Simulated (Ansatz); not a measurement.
# TaN: how the settings move a single-point run

Aim: see which settings change the result for TaN, by how much, and at what cost.

Program: Ansatz 0.2.0. Level of theory: reference: DFT, PBE, PAW with Ansatz's default frozen-core files, scalar-relativistic. These are calculated values, not measurements.

1 further run of the same task is left out (it didn't finish). Runs told in other sessions of the task aren't counted.

**1. The starting structure**

The structure is monoclinic, space group Cm (No. 8). The conventional cell has a = 5.089 Å, b = 2.938 Å, c = 2.883 Å, α = 90.00°, β = 90.00°, γ = 90.00°. Ta (site symmetry m) has 4 N at 1.56 to 2.24 Å in its first shell of neighbours. N (site symmetry m) has 4 Ta at 1.56 to 2.24 Å in its first shell of neighbours.

Structure file:

```
Ta N
1.0
     2.93800    0.00000    0.00000
    -1.46900    2.54438    0.00000
     0.00000    0.00000    2.88300
Ta N
1 1
Direct
  0.28333 0.56667 0.42500
  0.05000 0.10000 0.07500
```

**2. Baseline**

input.yaml

```yaml
crystal:
  lattice:
    - [2.938, 0.0, 0.0]
    - [-1.469, 2.5443826363, 0.0]
    - [0.0, 0.0, 2.883]
  atoms:
    - { symbol: Ta, position: [0.2833333333, 0.5666666667, 0.425] }
    - { symbol: "N", position: [0.05, 0.1, 0.075] }
kpoints:
  mp_grid: { grid: [9, 9, 8] }
scf:
  occupations: { method: fermi_dirac, width: 0.03 }
hamiltonian:
  xc: pbe
  pseudopotentials: { kind: paw }
output:
  forces: true
  stress: true
  eigenvalues: true
  populations: true
```

The run is started by

```bash
> ansatz run input.yaml --threads 1 --pin off --max-ram 2048MiB --backend cpu --events-out ev --progress --plain --runs-dir out
```

The main lines of its log:

```text
[...]
Basis set: ecut = 420 eV, 405 PW (Γ), exchange–correlation on 40×40×40 points (8 copies of the dense FFT grid, shifted against one another)
[...]
k-points: 185 of 648 (time reversal used)
[...]
SCF iter   1: F=—  HF=-10313.456871 eV  |F-HF|=—  |Δ(HF+E_count)|=         —  Δρ=1.63e-2  dr2=4.12e-2  ethr=1.77e-3  ⟨swp⟩=6.0  Hψ=13964  notcnv=0
preconditioner: auto → none  [metal: Δε(μ)=0.032 eV  Ē_g=11.530 eV  σ=0.030 eV  W_gap=0.25  n_scr=8 (ndim 8)  ℏωp=25.3 eV  f_vac=0.000  D(μ)=0.56/eV (n_scr^D=0)  sad-step TF]
SCF iter   2: F=—  HF=-10313.454749 eV  |F-HF|=—  |Δ(HF+E_count)|=   2.12e-3  Δρ=9.88e-3  dr2=1.81e-2  ethr=2.29e-4  ⟨swp⟩=1.4  Hψ=4015  notcnv=0
[...]
SCF iter   5: F=—  HF=-10313.452027 eV  |F-HF|=—  |Δ(HF+E_count)|=   1.37e-5  Δρ=7.72e-5  dr2=7.34e-7  ethr=7.10e-8  ⟨swp⟩=2.7  Hψ=3891  notcnv=0
SCF iter   6: F=-10313.452027 eV  HF=-10313.452027 eV  |F-HF|=8.45e-9  |Δ(HF+E_count)|=   8.75e-9  Δρ=1.12e-5  dr2=1.05e-8  ethr=5.56e-10  ⟨swp⟩=6.0  Hψ=11817  notcnv=0
[...]
SCF converged after 6 iterations
Free energy (F): -10313.452027 eV
[...]
E sigma→0 (E₀):  -10313.451155 eV
[...]
Fermi energy:    20.496287 eV
[...]
  P = ⅓ Tr σ = 110.2331 GPa (1102.331 kbar)
[...]
```

Wall time 6.6 s (1 thread of Arm Neoverse V2, shared host); peak memory 0.34 GiB.

**3. Changed: occupations.method tetrahedron_uncorrected, mixing.algorithm broyden, mixing.beta 0.3, mixing.ndim 4, width left out**

Changes to input.yaml since step 2:

```diff
@@ -11,3 +11,4 @@
 scf:
-  occupations: { method: fermi_dirac, width: 0.03 }
+  occupations: { method: tetrahedron_uncorrected }
+  mixing: { algorithm: broyden, beta: 0.3, ndim: 4 }
 hamiltonian:
```

The run is started by

```bash
> ansatz run input.yaml --threads 1 --pin off --max-ram 2048MiB --backend cpu --events-out ev --progress --plain --runs-dir out
```

What it wrote, cut to the lines that bear on the results:

```text
[...]
Pseudopotentials: kind: paw
Pseudopotential: Ta, paw, valence charge 13, recommended cutoff 420 eV (normal)
Pseudopotential: N, paw, valence charge 5, recommended cutoff 420 eV (normal)
Functional definition: PBE
[...]
Crystal: 2 atoms, lattice volume = 21.552 Å³
Basis set: ecut = 420 eV, 405 PW (Γ), exchange–correlation on 40×40×40 points (8 copies of the dense FFT grid, shifted against one another)
Bands: 13, of which v1, the nominal top of the filled ones, is band 9 counted from 1 (8 counted from 0)
Symmetry: 2 space group operations
Space group: Cm (ITA 8), of the structure as read, at distance tolerance 2.8e-5 Å
k-points: 185 of 648 (time reversal used)
[...]
SCF iter   1: F=—  HF=-10313.418787 eV  |F-HF|=—  |Δ(HF+E_count)|=         —  Δρ=1.65e-2  dr2=4.16e-2  ethr=1.77e-3  ⟨swp⟩=6.1  Hψ=13849  notcnv=0
[...]
SCF iter   8: F=-10313.414138 eV  HF=-10313.414138 eV  |F-HF|=5.07e-9  |Δ(HF+E_count)|=   5.94e-8  Δρ=3.04e-5  dr2=8.25e-8  ethr=5.56e-10  ⟨swp⟩=4.1  Hψ=7789  notcnv=0
[...]
SCF converged after 8 iterations
Stability not checked: this state was not tested for a lower state beside it, because the mixer in use, unlike msr1, does not test its closes by its own steps (another_mixer; see scf.mixing.algorithm and scf.lower_state_search)
Free energy (F): -10313.414138 eV
[...]
E sigma→0 (E₀):  -10313.414138 eV
Fermi energy:    20.483092 eV
[...]
--- Forces (eV/Å), atoms counted from 1 ---
  atom   1  Ta     0.00000000    16.23860936    14.73697159
  atom   2  N      0.00000000   -16.23852826   -14.73687310
[...]
--- Stress (GPa, compression-positive) ---
       17.474006       0.000000       0.000000
        0.000000     172.017548     123.127432
        0.000000     123.127484     142.167141
  P = ⅓ Tr σ = 110.5529 GPa (1105.529 kbar)
--- Band table (eV; the first three rows and the last of 185) ---
  k-point 0: bands = ["-47.7593", "-15.3173", "-14.0141", "-13.7647", "2.8017", "12.1932", "13.9324", "14.8144", "19.8294", "21.3523", "23.9415", "24.3592", "26.4944"]
[...]
--- Löwdin populations: 2 sites ---
  site symbol       q [e]
     0     Ta     12.3889
     1      N      5.5156
  spilling = 0.005308 (of n_electrons = 18.000000)
```

Wall time 5.2 s (1 thread of Arm Neoverse V2, shared host); peak memory 0.33 GiB.

Changing the smearing and mixing moves the energy by +18.5 meV/atom (σ→0 values), and the pressure goes from 110.2 to 110.6 GPa and the largest force goes from 21.73 to 21.93 eV/Å. Mixing only sets the path, so the shift comes from the other change. Cost: 8 SCF cycles against 6.

**4. Comparison**

```
                                                                                                                    run     ending         energy change  pressure (GPa)  gap (eV)  force (eV/Å)  cycles   time
                                                                                                              reference  converged                     0           110.2      0.00         21.73       6  6.6 s
1: occupations.method tetrahedron_uncorrected, mixing.algorithm broyden, mixing.beta 0.3, mixing.ndim 4, width left out  converged  +18.5 meV/atom (σ→0)           110.6      0.00         21.93       8  5.2 s
```

Residual by cycle in the longest SCF loop of each run; runs are numbered as in the table. The quantity is the density residual dr2, in eV.

```
cycle  reference    run 1
    1     0.0412   0.0416
    2     0.0181   0.0213
    3     2.1e-4  0.00317
    4     1.3e-5   3.6e-4
    5     7.3e-7   6.2e-5
    6     1.0e-8   5.4e-6
    7          -   1.8e-7
    8          -   8.3e-8
```

What this shows: Changing the smearing and mixing moves the energy by +18.5 meV/atom (σ→0 values), and the pressure goes from 110.2 to 110.6 GPa and the largest force goes from 21.73 to 21.93 eV/Å. Mixing only sets the path, so the shift comes from the other change. Cost: 8 SCF cycles against 6. The structure is not at rest: the sound run finds 110 GPa, so these are no properties of the relaxed crystal. 
